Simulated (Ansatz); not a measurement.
Te, DFT, PBE, PAW with Ansatz's default frozen-core files, scalar-relativistic (Ansatz 0.2.0), run on 1 thread of Intel(R) Xeon(R) 6975P-C (Granite Rapids) on a shared host.

The cell is COD entry 1531230, as deposited and not checked against the literature; nothing was relaxed. The listed cell was then made from it by scaling, straining or moving an atom.

Command: `ansatz run input.yaml --threads 1 --pin off --max-ram 4096MiB --backend cpu --events-out ev --progress --plain --runs-dir out`

```yaml
crystal:
  lattice:
    - [4.3669943424, 0.0, 0.0]
    - [-2.1834971712, 3.7819280387, 0.0]
    - [0.0, 0.0, 5.8040476941]
  atoms:
    - { symbol: Te, position: [0.745, 0.0, 0.3333333333] }
    - { symbol: Te, position: [0.0, 0.745, 0.6666666667] }
    - { symbol: Te, position: [0.255, 0.255, 0.0] }
kpoints:
  mp_grid: { grid: [9, 9, 6] }
scf:
  occupations: { method: fermi_dirac, width: 0.08 }
hamiltonian:
  xc: pbe
  pseudopotentials: { kind: paw }
output:
  forces: true
  stress: true
  eigenvalues: true
  efg: { contact_densities: true }
```

(1) How large is the problem that the program sets up?

(2) Estimate the wall time and the peak memory.

(3) And the same cell and mesh by crystal-made all-electron datasets, asked for forces, stress, eigenvalues, efg, on the same hardware?

Answers

(1) 62 irreducible k-points, 1885 plane waves at Γ, 29 bands.

(2) 6.8 s of wall time for 6 SCF iterations, with a peak of 0.46 GiB. Times on shared machines scatter by tens of per cent.

(3) 6.8 s, peak memory 0.57 GiB.
